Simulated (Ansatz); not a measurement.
This P structure is the end of a relaxation. The cell was found from a structure generator's guess, not taken from experiment.

Level of theory: DFT PBE, scalar-relativistic, plane waves, PAW (Ansatz 0.2.0). Cutoff 420 eV, Γ-centred mesh, Gaussian smearing, no spin polarisation.

```
P
1.0
     2.30274   -5.97235    0.00000
     2.30274    5.97235    0.00000
     0.00000    0.00000    3.30470
P
4
Direct
  0.67653 0.99966 0.00000
  0.99966 0.67653 0.50000
  0.32347 0.00034 0.00000
  0.00034 0.32347 0.50000
```

Energies count from the standard state of P at the same level. The references include black phosphorus.

Problem. What space group does it have?

Solution. Cccm (No. 66). Conventional cell: a = 4.605 Å, b = 11.945 Å, c = 3.305 Å. P is surrounded by 3 P at 2.23–2.26 Å.

Problem. How far does it lie from the standard state of P?

Solution. +0.01 eV/atom. It is level with the standard state within the noise.

Problem. Is it a metal?

Solution. There is no gap on the 12×12×14 mesh, but valence and conduction bands overlap by only 0.12 eV, so at this level it is a semimetal.

The last run used a 12×12×14 mesh (in the run's order of axes) for its 4-atom cell and Gaussian smearing of 0.10 eV. No dispersion correction is applied, so the spacing and binding between layers, chains or molecules are poorly described. The zero gap may come from the functional, which often closes small gaps, or the cell may be a true semimetal. The reference form of P is held partly by dispersion forces, which this level lacks. A structure relaxed within its symmetry needn't be a true minimum.
